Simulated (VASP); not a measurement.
Crystal: CaO.

```
Ca O
1.0
     0.00000    2.38713    2.38713
     2.38713    0.00000    2.38713
     2.38713    2.38713    0.00000
Ca O
1 1
Direct
  0.00000 0.00000 0.00000
  0.50000 0.50000 0.50000
```

Base run:

- Program: VASP 6.6.1
- Functional: TB-mBJ
- Potentials or basis: VASP PAW PBE potentials, release 64 (Ca_sv, O)
- Cutoff: 520 eV
- k mesh: 8 × 8 × 8
- Occupations: gaussian, width 0.02 eV
- Spin: no spin polarisation

Its results: band gap on the k mesh 5.28 eV, indirect (least direct gap 5.58 eV).

Problem. The run is repeated on the same cell with these changes: functional from TB-mBJ to r2SCAN. What comes out?

Solution. Band gap on the k mesh 4.18 eV, indirect (least direct gap 4.55 eV).
